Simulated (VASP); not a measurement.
Set up this calculation in VASP 6.6.1, as the native input.

- Task: band structure
- Functional: PBE
- Potentials or basis: VASP PAW PBE potentials, release 64 (Sr_sv, Ti_sv, O)
- Cutoff: 520 eV
- k mesh: 8 × 8 × 8
- Occupations: gaussian, width 0.03 eV
- Spin: no spin polarisation
- Further INCAR settings: ALGO = Normal; EDIFF = 1e-07; NBANDS = 28

The structure of SrTiO3 (Tausonite) lies in POSCAR:

```
SrTiO3                                  
1.0
    3.8947475959      0.0000000000      0.0000000000
    0.0000000000      3.8947475959      0.0000000000
    0.0000000000      0.0000000000      3.8947475959
  Sr              Ti              O             
     1     1     3
Direct
     0.5000000000000000    0.5000000000000000    0.5000000000000000
     0.0000000000000000    0.0000000000000000    0.0000000000000000
     0.5000000000000000    0.0000000000000000    0.0000000000000000
     0.0000000000000000    0.5000000000000000    0.0000000000000000
     0.0000000000000000    0.0000000000000000    0.5000000000000000
```

The input as run:

INCAR

```
SYSTEM = SrTiO3
ALGO = Normal
EDIFF = 1E-7
ENCUT = 520
GGA = PE
ISIF = 2
ISMEAR = 0
KPAR = 2
LASPH = .TRUE.
LCHARG = .FALSE.
LMAXMIX = 4
LREAL = .FALSE.
LWAVE = .FALSE.
NBANDS = 28
NELM = 80
PREC = Accurate
SIGMA = 0.03
```

KPOINTS

```
k-points
0
G
  8 8 8
  0 0 0
```

KPOINTS_OPT

```
explicit points
188
Reciprocal
 0.0000000000  0.0000000000  0.0000000000 1
 0.0000000000  0.0263157895  0.0000000000 1
 0.0000000000  0.0526315789  0.0000000000 1
 0.0000000000  0.0789473684  0.0000000000 1
 0.0000000000  0.1052631579  0.0000000000 1
 0.0000000000  0.1315789474  0.0000000000 1
[... 180 lines left out ...]
 0.0153824400  0.4846175600  0.0000000000 1
-0.0153824400  0.5153824400  0.0000000000 1
```

Potentials or basis: VASP PAW PBE potentials, release 64 (Sr_sv, Ti_sv, O).

Command:

```console
$ cat potpaw_PBE.64/Sr_sv/POTCAR potpaw_PBE.64/Ti_sv/POTCAR potpaw_PBE.64/O/POTCAR > POTCAR
$ mpirun -np 2 vasp_std > vasp.out
```

Results of the run:

```json
{
 "Pressure": "6.5 GPa",
 "Band gap on the k mesh": "1.87 eV, indirect (least direct gap 2.22 eV)",
 "Band gap along the path": "1.87 eV, indirect (least direct gap 2.22 eV)"
}
```

It took 70 s on 2 MPI ranks on AMD EPYC 9R45 (Zen 5), on a shared host, peak memory 0.21 GiB a rank.
